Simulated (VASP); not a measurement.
# PbF2 (Imm2) in VASP: notebook

Runs on PbF2. Level: LDA. Tasks: single point.

Everything below comes from runs of VASP 6.6.1. Logs are shortened: lines on timing, memory, paths and dates and some standing lists are left out, and cuts for length are marked.

### 1 The cell of the first run

The structure is orthorhombic, space group Imm2 (No. 44). Conventional cell: a = 4.200 Å, b = 4.200 Å, c = 5.940 Å, α = 90.00°, β = 90.00°, γ = 90.00°. Pb (site symmetry mm2) is surrounded by 8 F at 2.46 to 2.69 Å. F (site symmetry mm2) is surrounded by 4 Pb at 2.46 to 2.69 Å and 1 F at 2.77 Å. Around F (site symmetry mm2) lie 4 Pb at 2.57 Å and 1 F at 2.77 Å.

Measurements of this composition are mostly on another form, of space group No. 62.

### 2 Single point, LDA (atom 2 (F) moved by (-0.200, +0.000) A along x and y)

File INCAR:

```
SYSTEM = PbF2
PREC     = Accurate       ! precision mode
ENCUT    = 520            ! plane-wave cutoff, eV
EDIFF    = 1E-6           ! SCF threshold, eV
ISMEAR   = 0              ! smearing method
SIGMA    = 0.05           ! smearing width, eV
LREAL    = .False.        ! projectors in reciprocal space
LASPH    = .True.         ! aspherical terms in the spheres
NELM     = 100            ! most SCF steps
ALGO     = Normal         ! electronic algorithm
ISIF     = 2              ! what is computed and relaxed
LWAVE    = .False.        ! write WAVECAR
LCHARG   = .False.        ! write CHGCAR
NBANDS   = 21             ! bands
```

File KPOINTS:

```
regular mesh
0
Gamma
  8 8 8
  0 0 0
```

File POSCAR:

```
PbF2
1.0
    0.0000000000      2.9698500000      2.9698500000
    2.9698500000      0.0000000000      2.9698500000
    2.9698500000      2.9698500000      0.0000000000
Pb F
1 2
Direct
    0.0000000000      0.0000000000      0.0000000000
    0.2836717343      0.2163282657      0.2163282657
    0.7500000000      0.7500000000      0.7500000000
```

Potentials or basis: VASP PAW LDA potentials, release 64 (Pb_d, F).

Started as:

```sh
$ cat potpaw_LDA.64/Pb_d/POTCAR potpaw_LDA.64/F/POTCAR > POTCAR
$ mpirun -np 1 vasp_std > vasp.out
```

OUTCAR:

```text
SYSTEM = PbF2
   PREC = Accurate
   ENCUT = 520
   EDIFF = 1E-6
   ISMEAR = 0
   LREAL = .False.
   LASPH = .True.
   NELM = 100
   ISIF = 2

 ion  position               nearest neighbor table
   1  0.000  0.000  0.000-   2 2.46   2 2.46   3 2.57   3 2.57   3 2.57   3 2.57   2 2.69   2 2.69

   2  0.284  0.216  0.216-   1 2.46   1 2.46   1 2.69   1 2.69
   3  0.750  0.750  0.750-   1 2.57   1 2.57   1 2.57   1 2.57

  LATTYP: Found a face centered cubic cell.
 ALAT       =     5.9397000000

  Lattice vectors:

 A1 = (   0.0000000000,   2.9698500000,   2.9698500000)
 A2 = (   2.9698500000,   0.0000000000,   2.9698500000)
 A3 = (   2.9698500000,   2.9698500000,   0.0000000000)

Analysis of symmetry for initial positions (statically):
=====================================================================
 Subroutine PRICEL returns:
 Original cell was already a primitive cell.

 Routine SETGRP: Setting up the symmetry group for a
 face centered cubic supercell.

 Subroutine GETGRP returns: Found  4 space group operations
 (whereof  4 operations were pure point group operations)
 out of a pool of 48 trial point group operations.

The static configuration has the point symmetry C_2v.

Analysis of symmetry for dynamics (positions and initial velocities):
=====================================================================
 Subroutine PRICEL returns:
 Original cell was already a primitive cell.

 Routine SETGRP: Setting up the symmetry group for a
 face centered cubic supercell.

 Subroutine GETGRP returns: Found  4 space group operations
 (whereof  4 operations were pure point group operations)
 out of a pool of 48 trial point group operations.

The dynamic configuration has the point symmetry C_2v.

 Subroutine INISYM returns: Found  4 space group operations
 (whereof  4 operations are pure point group operations),
 and found     1 'primitive' translations

----------------------------------------------------------------------------------------

                                     Primitive cell

  volume of cell :      52.3882

  direct lattice vectors                    reciprocal lattice vectors
     0.000000000  2.969850000  2.969850000    -0.168358671  0.168358671  0.168358671
     2.969850000  0.000000000  2.969850000     0.168358671 -0.168358671  0.168358671
     2.969850000  2.969850000  0.000000000     0.168358671  0.168358671 -0.168358671

  length of vectors
     4.200002148  4.200002148  4.200002148     0.291605773  0.291605773  0.291605773

  position of ions in fractional coordinates (direct lattice)
     0.000000000  0.000000000  0.000000000
     0.283671734  0.216328266  0.216328266
     0.750000000  0.750000000  0.750000000

  ion indices of the primitive-cell ions
   primitive index   ion index
                 1           1
                 2           2
                 3           3

----------------------------------------------------------------------------------------

 KPOINTS: regular mesh

Automatic generation of k-mesh.
 Grid dimensions read from file:
 generate k-points for:    8    8    8

 Generating k-lattice:

  Cartesian coordinates                     Fractional coordinates (reciprocal lattice)
    -0.021044834  0.021044834  0.021044834     0.125000000  0.000000000  0.000000000
     0.021044834 -0.021044834  0.021044834     0.000000000  0.125000000  0.000000000
     0.021044834  0.021044834 -0.021044834     0.000000000  0.000000000  0.125000000

  Length of vectors
     0.036450722  0.036450722  0.036450722

  Shift w.r.t. Gamma in fractional coordinates (k-lattice)
     0.000000000  0.000000000  0.000000000

 Subroutine IBZKPT returns following result:
 ===========================================

 Found     95 irreducible k-points:

 Following reciprocal coordinates:
            Coordinates               Weight
  0.000000  0.000000  0.000000      1.000000
  0.125000  0.000000  0.000000      4.000000
  0.000000  0.125000  0.000000      4.000000
  0.250000  0.000000  0.000000      4.000000
  0.000000  0.250000  0.000000      4.000000
  0.375000  0.000000  0.000000      4.000000
[... 16 lines left out ...]
  0.375000 -0.125000 -0.125000      4.000000
 -0.375000  0.125000  0.000000      8.000000
 [... further k-points ...]
   k-points           NKPTS =     95   k-points in BZ     NKDIM =     95   number of bands    NBANDS=     21
   number of dos      NEDOS =    301   number of ions     NIONS =      3
   total plane-waves  NPLWV =  32768
   dimension x,y,z NGX =    32 NGY =   32 NGZ =   32
   dimension x,y,z NGXF=    64 NGYF=   64 NGZF=   64
   ions per type =               1   2
   NGX,Y,Z   is equivalent  to a cutoff of  12.67, 12.67, 12.67 a.u.
   NGXF,Y,Z  is equivalent  to a cutoff of  25.33, 25.33, 25.33 a.u.
 SYSTEM =  PbF2
   PREC   = accura    normal or accurate (medium, high low for compatibility)
   ISTART =      0    job   : 0-new  1-cont  2-samecut
   ICHARG =      2    charge: 1-file 2-atom 10-const
   ISPIN  =      1    spin polarized calculation?
   LNONCOLLINEAR =      F non collinear calculations
   LSORBIT =      F    spin-orbit coupling
   LASPH  =      T    aspherical Exc in radial PAW
   ENCUT  =  520.0 eV  38.22 Ry    6.18 a.u.   7.81  7.81  7.81*2*pi/ulx,y,z
   NELM   =    100;   NELMIN=  2; NELMDL= -5     # of ELM steps
   EDIFF  = 0.1E-05   stopping-criterion for ELM
   LREAL  =      F    real-space projection
   EDIFFG = 0.1E-04   stopping-criterion for IOM
   NSW    =      0    number of steps for IOM
   IBRION =     -1    ionic relax: 0-MD 1-quasi-New 2-CG
   NFREE  =      0    steps in history (QN), initial steepest desc. (CG)
   ISIF   =      2    stress and relaxation
   ISYM   =      2    0-nonsym 1-usesym 2-fastsym
   POTIM  = 0.5000    time-step for ionic-motion
   TEBEG  =    0.0;   TEEND  =   0.0 temperature during run
   PSTRESS=    0.0 pullay stress
   NELECT =      28.0000    total number of electrons
   NUPDOWN=      -1.0000    fix difference up-down
   EMIN   =  10.00;   EMAX   =-10.00  energy-range for DOS
   EFERMI =   0.00;   METHOD = LEGACY
   ISMEAR =     0;   SIGMA  =   0.05  broadening in eV -4-tet -1-fermi 0-gaus
   EFERMI_NEDOS =   21; number of points for ismear=-14 and -15
   IALGO  =     38    algorithm
   IMIX   =      4    mixing-type and parameters
     AMIX     =   0.40;   BMIX     =  1.00
     AMIX_MAG =   1.60;   BMIX_MAG =  1.00
  volume/ion in A,a.u.               =      17.46       117.84
  Fermi-wavevector in a.u.,A,eV,Ry     =   1.328566  2.510625 24.015460  1.765086
  Thomas-Fermi vector in A             =   2.457794
   LORBIT       =      0    0 simple, 1 ext, 2 COOP (PROOUT), +10 PAW based schemes
   GGA     = CA    functional components
   LHFCALC =     F    Hartree Fock is set to
   AEXX    =    0.0000 exact exchange contribution
   IVDW    =     0    specifies the selected vdW correction
   LEPSILON=     F    determine dielectric tensor
   LRPA    =     F    only Hartree local field effects (RPA)
 non-spin polarized calculation
 Gauss-broadening in eV      SIGMA  =   0.05
  energy-cutoff  :      520.00
  volume of cell :       52.39
 maximum number of plane-waves:      1424
   NGX = 15   NGY = 15   NGZ = 15

 number of electron      28.0000009 magnetization

 Free energy of the ion-electron system (eV)
  ---------------------------------------------------
  ext. energy  EPLUGINS =         0.00000000
  ---------------------------------------------------
  free energy    TOTEN  =       -15.86353668 eV

  energy without entropy =      -15.86353668  energy(sigma->0) =      -15.86353668

 E-fermi :   1.8550     XC(G=0): -10.0297

 val. band max:        1.5873468305   @ k =   0.5000   0.0000   0.0000
 cond. band min:       5.6126658476   @ k =   0.5000   0.5000   0.0000
 fundamental gap:      4.0253190170
 Fermi energy:         1.8550351869

 k-point     1 :       0.0000    0.0000    0.0000
  band No.  band energies     occupation
      1     -19.2534      2.00000
      2     -18.5711      2.00000
      3     -12.9038      2.00000
      4     -12.8894      2.00000
      5     -12.8846      2.00000
      6     -12.8186      2.00000
[... 13 lines left out ...]
     20      16.2480      0.00000
     21      18.3774      0.00000

 k-point     2 :       0.1250    0.0000    0.0000
  band No.  band energies     occupation
      1     -19.2193      2.00000
      2     -18.6023      2.00000
      3     -12.8973      2.00000
      4     -12.8901      2.00000
      5     -12.8484      2.00000
      6     -12.8189      2.00000
[... 13 lines left out ...]
     20      15.9092      0.00000
     21      17.8071      0.00000

 k-point     3 :       0.0000    0.1250    0.0000
  band No.  band energies     occupation
      1     -19.2233      2.00000
      2     -18.5988      2.00000
      3     -12.8926      2.00000
      4     -12.8829      2.00000
      5     -12.8607      2.00000
      6     -12.8185      2.00000
[... 13 lines left out ...]
     20      15.8163      0.00000
     21      18.0737      0.00000

 k-point     4 :       0.2500    0.0000    0.0000
  band No.  band energies     occupation
      1     -19.1297      2.00000
      2     -18.6814      2.00000
      3     -12.8865      2.00000
      4     -12.8851      2.00000
      5     -12.8161      2.00000
      6     -12.8086      2.00000
[... 13 lines left out ...]
     20      15.4557      0.00000
     21      16.5718      0.00000

 k-point     5 :       0.0000    0.2500    0.0000
  band No.  band energies     occupation
      1     -19.1451      2.00000
      2     -18.6686      2.00000
      3     -12.8743      2.00000
      4     -12.8713      2.00000
      5     -12.8338      2.00000
      6     -12.8138      2.00000
[... 13 lines left out ...]
     20      15.4448      0.00000
     21      16.9699      0.00000
[... 382 lines left out ...]
     20      16.2008      0.00000
     21      16.6822      0.00000

 k-point    22 :       0.1250    0.0000    0.5000
  band No.  band energies     occupation
      1     -18.9923      2.00000
      2     -18.8024      2.00000
      3     -12.8590      2.00000
      4     -12.8449      2.00000
      5     -12.8215      2.00000
      6     -12.7896      2.00000
[... 13 lines left out ...]
     20      16.0971      0.00000
     21      16.5098      0.00000

 k-point    23 :       0.3750   -0.1250   -0.1250
  band No.  band energies     occupation
      1     -18.9380      2.00000
      2     -18.8514      2.00000
      3     -12.8765      2.00000
      4     -12.8688      2.00000
      5     -12.8009      2.00000
      6     -12.7727      2.00000
[... 13 lines left out ...]
     20      15.6193      0.00000
     21      16.2914      0.00000

 k-point    24 :      -0.3750    0.1250    0.0000
  band No.  band energies     occupation
      1     -18.9702      2.00000
      2     -18.8213      2.00000
      3     -12.8786      2.00000
      4     -12.8651      2.00000
      5     -12.8044      2.00000
      6     -12.7793      2.00000
[... 13 lines left out ...]
     20      15.6696      0.00000
     21      16.7281      0.00000

 [... further k-points ...]

------------------------ aborting loop because EDIFF is reached ----------------------------------------

  FORCE on cell =-STRESS in cart. coord.  units (eV):
  Direction    XX          YY          ZZ          XY          YZ          ZX
  --------------------------------------------------------------------------------------
  -------------------------------------------------------------------------------------
  Total       -1.3420269     -1.4713405     -1.4713405      0.0000000      0.4094470      0.0000000
  in kB      -41.0429220    -44.9976904    -44.9976904      0.0000000     12.5220305      0.0000000
  external PRESSURE =     -43.6794343 kB  Pullay stress =       0.0000000 kB

 VOLUME and BASIS-vectors are now :
 -----------------------------------------------------------------------------
  energy-cutoff  :      520.00
  volume of cell :       52.39
      direct lattice vectors                 reciprocal lattice vectors
     0.000000000  2.969850000  2.969850000    -0.168358671  0.168358671  0.168358671
     2.969850000  0.000000000  2.969850000     0.168358671 -0.168358671  0.168358671
     2.969850000  2.969850000  0.000000000     0.168358671  0.168358671 -0.168358671

 POSITION                                       TOTAL-FORCE (eV/Angst)
 -----------------------------------------------------------------------------------
      0.00000      0.00000      0.00000        -0.101522      0.000000      0.000000
      1.28492      1.48493      1.48493         0.441422      0.000000      0.000000
      4.45477      4.45477      4.45477        -0.339899     -0.000000     -0.000000
 -----------------------------------------------------------------------------------
    total drift:                                0.000434     -0.000001     -0.000001

  FREE ENERGIE OF THE ION-ELECTRON SYSTEM (eV)
  ---------------------------------------------------
  free  energy   TOTEN  =       -15.8635366751 eV

  energy  without entropy=      -15.8635366751  energy(sigma->0) =      -15.86353668
```

It took 34 s on 1 thread of Intel Xeon 6975P-C (Granite Rapids), shared host; peak memory 0.22 GiB.

What came out:

* Free energy: -15.8635 eV
* Pressure: -4.4 GPa
* Largest force: 0.441 eV/Å
* Band gap on the k mesh: 4.03 eV, indirect (least direct gap 4.26 eV)

Forces on the atoms (eV/Å):
```
Pb  -0.102  0.000  0.000
F    0.441  0.000  0.000
F   -0.340  0.000  0.000
```

Stress tensor (GPa, compression positive):
```
-4.10  0.00  0.00
 0.00 -4.50  1.25
 0.00  1.25 -4.50
```

Caveat: spin-orbit coupling is left out, which as a rule narrows the gap of such compounds by several tenths of an eV.

(Continued in part 2 of 2.)
